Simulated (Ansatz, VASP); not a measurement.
# C: VASP beside Ansatz

```
C
1.0
     0.00000    1.62811    2.11654
     1.62811    0.00000    2.11654
     1.62811    1.62811    0.00000
C
2
Cartesian
  1.6281 1.6281 2.1165
  2.4422 2.4422 3.1748
```

Alike in both runs: task single point; functional PBEsol; k mesh 12 × 12 × 12; occupations gaussian, width 0.05 eV; no spin polarisation.

|  | VASP | Ansatz |
| --- | --- | --- |
| version | VASP 6.6.1 | Ansatz 0.2.0 |
| potentials or method | VASP PAW PBE potentials, release 64 (C) | scalar-relativistic, plane waves, PAW |
| plane-wave cutoff (eV) | 520 | 420 |
| valence electrons in the cell | 8 | 8 |

```tsv
	VASP	Ansatz	Ansatz less VASP
gap on the k mesh at the Fermi level (eV)	0.74	0.75	+0.010
least direct gap on the mesh (eV)	2.74	2.74	+0.003
pressure (GPa)	3.9	2.9	-0.93
largest component of the traceless stress (GPa)	200.50	200.58	+0.076
```

With one functional, cell and mesh, what is left measures potentials, basis and numerics.

Caveats: the PAW data sets were made with another functional, which shifts forces and pressure a little (VASP).
